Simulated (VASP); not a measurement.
# Zn in VASP: notebook, part 3 of 3

VASP 6.6.1. Earlier steps stand in the parts before.

## (5) Work function, PW91

The input, INCAR:

```
  PREC = Accurate
  ENCUT = 520
  EDIFF = 1E-6
  ISMEAR = -1
  SIGMA = 0.05
  LREAL = False
  LASPH = True
  NELM = 60
  ALGO = Fast
  ISIF = 2
  LWAVE = False
  LCHARG = True
  LDIPOL = True
  IDIPOL = 3
  DIPOL = 0.5 0.5 0.500
  GGA = 91
  LELF = True
  LVHAR = True
  LVACPOTAV = True
```

The input, KPOINTS:

```
Automatic mesh
0
Gamma
  9 9 1
```

The input, POSCAR:

```
Zn
1.0
    2.6169740200      0.0000000000      0.0000000000
   -1.3084870100      2.2681701736      0.0000000000
    0.0000000000      0.0000000000     27.1587934876
Zn
6
Direct
    0.3393536486      0.6787072973      0.2761536518
    0.0115275509      0.0230551018      0.3651252919
    0.3508811995      0.7017623991      0.4550417640
    0.6902348482      0.3804696963      0.5449582360
    0.3624087504      0.7248175009      0.6339298761
    0.7017623991      0.4035247981      0.7238463482
```

Potentials or basis: VASP PAW PBE potentials, release 64 (Zn).

The run is started by

```sh
> cat potpaw_PBE.64/Zn/POTCAR > POTCAR
> mpirun -np 1 vasp_std > vasp.out
```

OUTCAR:

```text
PREC = Accurate
   ENCUT = 520
   EDIFF = 1E-6
   ISMEAR = -1
   LREAL = False
   LASPH = True
   NELM = 60
   ISIF = 2
   GGA = 91

 ion  position               nearest neighbor table
   1  0.339  0.679  0.276-   2 2.84   2 2.86   2 2.86
   2  0.012  0.023  0.365-   1 2.84   1 2.86   1 2.86   3 2.86   3 2.86   3 2.89
   3  0.351  0.702  0.455-   4 2.86   4 2.86   2 2.86   2 2.86   4 2.89   2 2.89
   4  0.690  0.380  0.545-   5 2.84   5 2.86   5 2.86   3 2.86   3 2.86   3 2.89
   5  0.362  0.725  0.634-   4 2.84   4 2.86   4 2.86   6 2.86   6 2.86   6 2.89
   6  0.702  0.404  0.724-   5 2.86   5 2.86   5 2.89

  LATTYP: Found a base centered orthorhombic cell.
 ALAT       =     2.6169740200
 B/A-ratio  =     1.7334296453
 C/A-ratio  =    10.3779377556

  Lattice vectors:

 A1 = (   1.3084870100,  -2.2681701736,   0.0000000000)
 A2 = (   1.3084870100,   2.2681701736,   0.0000000000)
 A3 = (   0.0000000000,   0.0000000000,  27.1587934876)

Analysis of symmetry for initial positions (statically):
=====================================================================
 Subroutine PRICEL returns:
 Original cell was already a primitive cell.

 Routine SETGRP: Setting up the symmetry group for a
 base centered orthorhombic supercell.

 Subroutine GETGRP returns: Found  2 space group operations
 (whereof  2 operations were pure point group operations)
 out of a pool of  8 trial point group operations.

The static configuration has the point symmetry C_1h.

Analysis of symmetry for dynamics (positions and initial velocities):
=====================================================================
 Subroutine PRICEL returns:
 Original cell was already a primitive cell.

 Routine SETGRP: Setting up the symmetry group for a
 base centered orthorhombic supercell.

 Subroutine GETGRP returns: Found  2 space group operations
 (whereof  2 operations were pure point group operations)
 out of a pool of  8 trial point group operations.

The dynamic configuration has the point symmetry C_1h.

 Subroutine INISYM returns: Found  2 space group operations
 (whereof  2 operations are pure point group operations),
 and found     1 'primitive' translations

----------------------------------------------------------------------------------------

                                     Primitive cell

  volume of cell :     161.2076

  direct lattice vectors                    reciprocal lattice vectors
     2.616974020  0.000000000  0.000000000     0.382120721  0.220442013  0.000000000
    -1.308487010  2.268170174  0.000000000     0.000000000  0.440884027  0.000000000
     0.000000000  0.000000000 27.158793488     0.000000000  0.000000000  0.036820487

  length of vectors
     2.616974020  2.618536651 27.158793488     0.441147285  0.440884027  0.036820487

  position of ions in fractional coordinates (direct lattice)
     0.339353649  0.678707297  0.276153652
     0.011527551  0.023055102  0.365125292
     0.350881200  0.701762399  0.455041764
     0.690234848  0.380469696  0.544958236
     0.362408750  0.724817501  0.633929876
     0.701762399  0.403524798  0.723846348

  ion indices of the primitive-cell ions
   primitive index   ion index
[... 40 lines left out ...]
  0.000000  0.111111  0.000000      2.000000
[... 16 lines left out ...]
  0.333333  0.333333  0.000000      2.000000
  0.000000  0.444444  0.000000      2.000000
   k-points           NKPTS =     25   k-points in BZ     NKDIM =     25   number of bands    NBANDS=     43
   number of dos      NEDOS =    301   number of ions     NIONS =      6
   total plane-waves  NPLWV =  84000
   dimension x,y,z NGX =    20 NGY =   20 NGZ =  210
   dimension x,y,z NGXF=    40 NGYF=   40 NGZF=  420
   ions per type =               6
   NGX,Y,Z   is equivalent  to a cutoff of  12.71, 12.70, 12.85 a.u.
   NGXF,Y,Z  is equivalent  to a cutoff of  25.41, 25.40, 25.71 a.u.
 SYSTEM =  unknown system
   PREC   = accura    normal or accurate (medium, high low for compatibility)
   ISTART =      0    job   : 0-new  1-cont  2-samecut
   ICHARG =      2    charge: 1-file 2-atom 10-const
   ISPIN  =      1    spin polarized calculation?
   LNONCOLLINEAR =      F non collinear calculations
   LSORBIT =      F    spin-orbit coupling
   LASPH  =      T    aspherical Exc in radial PAW
   ENCUT  =  520.0 eV  38.22 Ry    6.18 a.u.   4.87  4.87 50.50*2*pi/ulx,y,z
   NELM   =     60;   NELMIN=  2; NELMDL= -5     # of ELM steps
   EDIFF  = 0.1E-05   stopping-criterion for ELM
   LREAL  =      F    real-space projection
   EDIFFG = 0.1E-04   stopping-criterion for IOM
   NSW    =      0    number of steps for IOM
   IBRION =     -1    ionic relax: 0-MD 1-quasi-New 2-CG
   NFREE  =      0    steps in history (QN), initial steepest desc. (CG)
   ISIF   =      2    stress and relaxation
   ISYM   =      2    0-nonsym 1-usesym 2-fastsym
   POTIM  = 0.5000    time-step for ionic-motion
   TEBEG  =    0.0;   TEEND  =   0.0 temperature during run
   PSTRESS=    0.0 pullay stress
   NELECT =      72.0000    total number of electrons
   NUPDOWN=      -1.0000    fix difference up-down
   EMIN   =  10.00;   EMAX   =-10.00  energy-range for DOS
   EFERMI =   0.00;   METHOD = LEGACY
   ISMEAR =    -1;   SIGMA  =   0.05  broadening in eV -4-tet -1-fermi 0-gaus
   EFERMI_NEDOS =   21; number of points for ismear=-14 and -15
   IALGO  =     68    algorithm
   IMIX   =      4    mixing-type and parameters
     AMIX     =   0.40;   BMIX     =  1.00
     AMIX_MAG =   1.60;   BMIX_MAG =  1.00
  volume/ion in A,a.u.               =      26.87       181.31
  Fermi-wavevector in a.u.,A,eV,Ry     =   1.251384  2.364772 21.306195  1.565961
  Thomas-Fermi vector in A             =   2.385334
   LORBIT       =      0    0 simple, 1 ext, 2 COOP (PROOUT), +10 PAW based schemes
   GGA     = 91    functional components
   LHFCALC =     F    Hartree Fock is set to
   AEXX    =    0.0000 exact exchange contribution
   IVDW    =     0    specifies the selected vdW correction
   LEPSILON=     F    determine dielectric tensor
   LRPA    =     F    only Hartree local field effects (RPA)
 non-spin polarized calculation
 RMM-DIIS sequential band-by-band and
  energy-cutoff  :      520.00
  volume of cell :      161.21
 maximum number of plane-waves:      4405
   NGX =  9   NGY =  9   NGZ =101

 dipolmoment           0.000000      0.000000      0.000080 electrons x Angstroem

 number of electron      71.9999977 magnetization

 dipolmoment           0.000000      0.000000     -0.000221 electrons x Angstroem

 Free energy of the ion-electron system (eV)
  ---------------------------------------------------
  ext. energy  EPLUGINS =         0.00000000
  ---------------------------------------------------
  free energy    TOTEN  =        -6.33153279 eV

  energy without entropy =       -6.31141187  energy(sigma->0) =       -6.32147233

 E-fermi :   0.0746     XC(G=0):  -6.9549

 val. band max:        0.0716558992   @ k =   0.1111   0.2222   0.0000
 cond. band min:       0.0748863912   @ k =   0.2222   0.1111   0.0000
 fundamental gap:      0.0032304920
 Fermi energy:         0.0746349933

 k-point     1 :       0.0000    0.0000    0.0000
  band No.  band energies     occupation
      1     -10.7998      2.00000
      2     -10.3589      2.00000
      3      -9.6840      2.00000
      4      -9.1656      2.00000
      5      -8.9727      2.00000
      6      -8.9555      2.00000
[... 1093 lines left out ...]
     42       3.5973      0.00000
     43       4.2101      0.00000

 [... further k-points ...]

------------------------ aborting loop because EDIFF is reached ----------------------------------------

  FORCE on cell =-STRESS in cart. coord.  units (eV):
  Direction    XX          YY          ZZ          XY          YZ          ZX
  --------------------------------------------------------------------------------------
  -------------------------------------------------------------------------------------
  Total        0.4697071      0.4998213      3.7810182      0.0000000     -0.1434760      0.0000000
  in kB        4.6682291      4.9675226     37.5780145      0.0000000     -1.4259502      0.0000000
  external PRESSURE =      15.7379221 kB  Pullay stress =       0.0000000 kB

 VOLUME and BASIS-vectors are now :
 -----------------------------------------------------------------------------
  energy-cutoff  :      520.00
  volume of cell :      161.21
      direct lattice vectors                 reciprocal lattice vectors
     2.616974020  0.000000000  0.000000000     0.382120721  0.220442013  0.000000000
    -1.308487010  2.268170174  0.000000000     0.000000000  0.440884027  0.000000000
     0.000000000  0.000000000 27.158793488     0.000000000  0.000000000  0.036820487

 POSITION                                       TOTAL-FORCE (eV/Angst)
 -----------------------------------------------------------------------------------
     -0.00000      1.53942      7.50000        -0.000000      0.012757     -0.309323
      0.00000      0.05229      9.91636         0.000000     -0.001698     -0.006519
     -0.00000      1.59172     12.35839         0.000000      0.000113     -0.030564
      1.30849      0.86297     14.80041        -0.000000      0.003209      0.016110
     -0.00000      1.64401     17.21677        -0.000000     -0.003005      0.073480
      1.30849      0.91526     19.65879        -0.000000     -0.011377      0.256816
 -----------------------------------------------------------------------------------
    total drift:                                0.000000      0.002194      0.005411

  FREE ENERGIE OF THE ION-ELECTRON SYSTEM (eV)
  ---------------------------------------------------
  free  energy   TOTEN  =        -6.3315327893 eV

  energy  without entropy=       -6.3114118742  energy(sigma->0) =       -6.32147233

 vacuum level on the upper side and lower side of the slab         4.141         4.149
```

Run time: 3 min. Hardware: 1 thread of Intel Xeon Platinum 8488C (Sapphire Rapids), shared host; peak memory 0.33 GiB.

Results:

- Free energy: -6.3315 eV
- Largest force: 0.310 eV/Å
- Band gap on the k mesh: none (metal or under the smearing width)
- Work function of the upper face: 4.07 eV
- Work function of the lower face: 4.07 eV

Forces on the atoms (eV/Å):
```
Zn   0.000  0.013 -0.309
Zn   0.000 -0.002 -0.007
Zn   0.000  0.000 -0.031
Zn   0.000  0.003  0.016
Zn   0.000 -0.003  0.073
Zn   0.000 -0.011  0.257
```

Levels at points of the mesh, in eV from the Fermi level:
| k point | band 34 | band 35 | band 36 | band 37 | band 38 | band 39 |
| --- | --- | --- | --- | --- | --- | --- |
| (0.00, 0.00, 0.00) | -7.25 | -6.27 | -4.51 | -3.12 | -0.80 | 1.41 |

Caveat: the PAW data sets were made with another functional, which shifts forces and pressure a little.

## (6) Overview

```tsv
level	gap on the mesh (eV)	largest force (eV/Å)	work function (eV)
PBEsol	none	0.11	4.18
RPBE	none	0.40	3.91
revPBE	none	0.37	3.93
PW91	none	0.31	4.07
```

Alike in all rows: task work function; potentials or basis VASP PAW PBE potentials, release 64 (Zn); no spin polarisation; cell as given; k mesh 9 × 9 × 1; cutoff (eV) 520; smearing fermi-dirac 0.05 eV.

Every run on the cell as given and a fine mesh finds a metal.

Caveats: the PAW data sets were made with another functional, which shifts forces and pressure a little.

Absolute energies hang on the potentials; compare differences alone.
